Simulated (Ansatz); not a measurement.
InAs built on the zincblende prototype at its r2SCAN geometry, run in the plane-wave code Ansatz at 2 levels of theory. Calculated for a static, non-magnetic cell.

The r2SCAN input:
```yaml
crystal:
  lattice:
    - [0.0, 3.0545904655, 3.0545904655]
    - [3.0545904655, 0.0, 3.0545904655]
    - [3.0545904655, 3.0545904655, 0.0]
  atoms:
    - { symbol: In, position: [0.0, 0.0, 0.0] }
    - { symbol: As, position: [0.25, 0.25, 0.25] }
kpoints:
  mp_grid: { grid: [8, 8, 8] }
  band_path:
    path:
      - [0.0, 0.0, 0.0]
      - [-0.5, -0.5, 0.0]
      - [-0.375, -0.375, 0.25]
      - [-0.375, 0.0, 0.375]
      - [0.0, 0.0, 0.5]
      - [-0.5, -0.25, 0.25]
    npoints: 1
hamiltonian:
  xc: r2scan
scf:
  occupations: { method: fermi_dirac, width: 0.02 }
  n_extra_bands: 4
output:
  forces: true
  stress: true
  eigenvalues: true
```

Main results, then, where recorded, the levels near the gap in eV from the Fermi energy (columns number the bands from 0), one row a point of the path (Γ, X, U, K, L, W):
```
Crystal: 2 atoms, lattice volume = 57.002 Å³
Symmetry: 24 space group operations
Space group: F-43m (ITA 216)
```
```
Basis set: ecut = 500 eV, 1459 PW (Γ)
Bands: 18, of which v1, the nominal top of the filled ones, is band 14 counted from 1 (13 counted from 0)
k-points: 29 of 512 (time reversal used)
Free energy (F): -10477.176322 eV
Internal energy: -10477.176227 eV  (E = F + TS)
E sigma→0 (E₀):  -10477.176274 eV
Entropy (-TS):   -0.000095 eV (-0.048 meV/atom)
Fermi energy:    7.262711 eV
--- Stress (GPa, compression-positive) ---
       -0.012504       0.000000       0.000000
        0.000000      -0.012504       0.000000
        0.000000       0.000000      -0.012504
  P = ⅓ Tr σ = -0.0125 GPa (-0.125 kbar)
```
```tsv
band_9	band_10	band_11	band_12	band_13	band_14	band_15	band_16
-14.765	-12.148	-0.053	-0.053	-0.053	0.028	4.210	4.210
-14.743	-10.170	-5.851	-2.341	-2.341	1.826	2.294	9.572
-14.753	-10.190	-5.713	-3.260	-1.969	2.373	4.510	7.687
-14.753	-10.190	-5.713	-3.260	-1.969	2.373	4.510	7.687
-14.757	-10.703	-5.769	-1.023	-1.023	1.196	4.981	4.981
-14.757	-10.125	-5.705	-2.956	-2.852	4.410	4.528	5.359
```

With r2SCAN the gap is 0.08 eV and direct, at Γ.

HSE06. Against the first input these blocks differ (the band path and keys that only write files left aside):
```yaml
kpoints:
  mp_grid: { grid: [6, 6, 6] }
hamiltonian:
  xc: hse06
```

```
Basis set: ecut = 420 eV, 1139 PW (Γ)
Bands: 18, of which v1, the nominal top of the filled ones, is band 14 counted from 1 (13 counted from 0)
k-points: 16 of 216 (time reversal used)
Exchange kernel: α = 0.2500, screened, ω = 0.2079 Å⁻¹, Wigner–Seitz truncation, v(0) = 1046.8429 eV·Å³, q-mesh 6×6×6
hybrid outer 1: dexx = +9.678e-3 eV, tail = 6.28e-5 eV
hybrid outer 2: dexx = +6.872e-7 eV, tail = 2.77e-8 eV, Δε = 1.65e-3 eV
Free energy (F): -10459.652661 eV
Fermi energy:    7.248764 eV
--- Stress (GPa, compression-positive) ---
       -0.044492       0.000000       0.000000
        0.000000      -0.044492       0.000000
        0.000000       0.000000      -0.044492
  P = ⅓ Tr σ = -0.0445 GPa (-0.445 kbar)
```
```tsv
band_9	band_10	band_11	band_12	band_13	band_14	band_15	band_16
-16.195	-13.006	-0.190	-0.190	-0.190	0.168	4.453	4.453
-16.176	-10.919	-6.380	-2.616	-2.616	1.968	2.512	9.904
-16.185	-10.941	-6.226	-3.593	-2.220	2.562	4.827	7.980
-16.185	-10.941	-6.226	-3.593	-2.220	2.562	4.827	7.980
-16.189	-11.490	-6.290	-1.218	-1.218	1.375	5.238	5.238
-16.188	-10.872	-6.216	-3.273	-3.150	4.775	4.807	5.602
```

The HSE06 gap is direct at Γ: 0.36 eV. The mean stress, 0.0 GPa, is small, and the program warns that its thresholds are loose for a hybrid's stress.

Small level splittings and stresses of the hybrids carry the error of their coarser meshes.

Totals of different functionals can't be compared.

Spin-orbit coupling is left out, which matters wherever the heavy atoms make up the band edges.

Gaps or overlaps of about a tenth of an eV are at the limit of these meshes: between the points read a gap can be smaller or closed.

The meshes of the hybrids are coarse, so their gaps aren't converged to the digits shown.
